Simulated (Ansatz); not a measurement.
## SnSe$_{2}$ (P-3m1)

Computed with DFT r2SCAN, scalar-relativistic, plane waves, PAW (Ansatz).

Plane waves to 500 eV, a k mesh through Γ of 12×12×4 on the computed 3-atom cell and Gaussian smearing (0.02 eV); no spin polarisation.

The structure is relaxed at this level of theory with its symmetry kept.

```xyz
3
Lattice="3.8406 0.0000 0.0000 -1.9203 3.3260 0.0000 0.0000 0.0000 6.5265" Properties=species:S:1:pos:R:3 pbc="T T T"
Sn    0.0000    0.0000    0.0000
Se    0.0000    2.2173    1.5739
Se    1.9203    1.1087    4.9526
```

```json
{
  "Space group": "P-3m1 (No. 164)",
  "Volume per atom": "187.5 bohr³",
  "Formation energy from the elements' standard states (uncorrected)": "-0.427 eV/atom",
  "Generalised Kohn–Sham band gap": "0.99 eV, indirect from (0.000, 0.148, -0.141) to (0.000, 0.474, 0.365)",
  "Löwdin character of the top 1 eV of the valence band": "Se 4p 95 %",
  "Löwdin character of the lowest 1 eV of the conduction band": "Se 4p 59 %, Sn 5s 34 %, unprojected 4 %",
  "Electron masses at the edge by Cartesian direction of the standard setting (m_e; degenerate bands sorted by energy; no spin-orbit coupling)": "x: 0.21; y: 0.62; z: 0.83",
  "Hole masses at the edge by Cartesian direction of the standard setting (m_e; degenerate bands sorted by energy; no spin-orbit coupling)": "x: 0.18; y: 1.4; z: 2.9",
  "Bader charges (e)": "Sn (1 in the cell) 1.38, Se (2 in the cell) -0.69"
}
```

Each cell of SnSe2 holds layers, and where no dispersion correction was added their binding is poorly described.

Cost: 8 runs of about 8.5 core-minutes in all, on Arm Neoverse V2 (shared hosts).